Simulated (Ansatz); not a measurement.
# LiF: stress in a strained cell

LiF is deformed so: equal xx and yy strain of +1 %. What stress and forces result, by LAPW, PAW and all-electron datasets made for the crystal?

Method: DFT LDA, scalar-relativistic, in Ansatz 0.2.0.

## (1) The starting structure

It takes space group Fm-3m (No. 225, cubic). Conventional cell: a = 4.028 Å, b = 4.028 Å, c = 4.028 Å, α = 90.00°, β = 90.00°, γ = 90.00°. Li (site symmetry m-3m) has 6 F at 2.01 Å as nearest neighbours. Around F (site symmetry m-3m) lie 6 Li at 2.01 Å.

As a file:

```
Li F
1.0
     0.00000    2.01400    2.01400
     2.01400    0.00000    2.01400
     2.01400    2.01400    0.00000
Li F
1 1
Direct
  0.00000 0.00000 0.00000
  0.50000 0.50000 0.50000
```

Atoms are numbered in the order of the input: Li1, F2.

## (2) The deformed structure

Space group Fm-3m before, I4/mmm after.

## (3) LAPW, all electrons

File input.yaml:

```yaml
crystal:
  lattice:
    - [0.0, 2.03414, 2.014]
    - [2.03414, 0.0, 2.014]
    - [2.03414, 2.03414, 0.0]
  atoms:
    - { symbol: Li, position: [0.0, 0.0, 0.0] }
    - { symbol: F, position: [0.5, 0.5, 0.5] }
kpoints:
  mp_grid: { grid: [10, 10, 10] }
  band_path:
    path:
      - [0.0, 0.0, 0.0]
      - [0.0, 0.5, 0.5]
      - [0.25, 0.75, 0.5]
      - [0.0, 0.5, 0.0]
      - [0.0, 0.0, 0.0]
      - [0.5, 0.5, 0.0]
      - [0.3775125, 0.6224875, 0.0]
      - [-0.3775125, 0.3775125, 0.0]
      - [0.0, 0.0, 0.0]
    npoints: 5
scf:
  occupations: { method: fermi_dirac, width: 0.03 }
hamiltonian:
  xc: lda
  pseudopotentials: { kind: all_electron, lapw: { basis_error: 0.00025 } }
output:
  forces: true
  stress: true
  eigenvalues: true
```

Command:

```console
$ ansatz run input.yaml --threads 1 --pin off --max-ram 3072MiB --backend cpu --events-out ev --progress --plain --runs-dir out
```

## (4) PAW on the default files

File input.yaml:

```yaml
crystal:
  lattice:
    - [0.0, 2.03414, 2.014]
    - [2.03414, 0.0, 2.014]
    - [2.03414, 2.03414, 0.0]
  atoms:
    - { symbol: Li, position: [0.0, 0.0, 0.0] }
    - { symbol: F, position: [0.5, 0.5, 0.5] }
kpoints:
  mp_grid: { grid: [10, 10, 10] }
scf:
  occupations: { method: fermi_dirac, width: 0.03 }
hamiltonian:
  xc: lda
  pseudopotentials: { kind: paw }
output:
  forces: true
  stress: true
  eigenvalues: true
  efg: { contact_densities: true }
```

## (5) All-electron PAW on datasets made for the crystal

input.yaml: that of step 4 with these lines changed.

```diff
@@ -14,3 +14,3 @@
   xc: lda
-  pseudopotentials: { kind: paw }
+  pseudopotentials: { kind: all_electron, datasets: crystal }
 output:
```

(Steps that only read results are left out.)

What does the calculation give? Wanted: pressure; largest shear or deviatoric stress.

**Answer**, as computed:

```
                                 quantity                                              value
                                 pressure  LAPW -7.48, PAW -7.55, crystal datasets -7.48 GPa
largest shear or deviatoric stress (LAPW)                                           0.34 GPa
```

In words: The largest part of the stress beyond the pressure is 0.34 GPa in size, in the zz component; the atoms are carried along and not relaxed. No run of the undeformed cell stands beside it, so the pressure holds what the given cell had before the change. PAW: stress within 0.07 GPa of LAPW. Crystal datasets: stress within 0.01 GPa of LAPW.
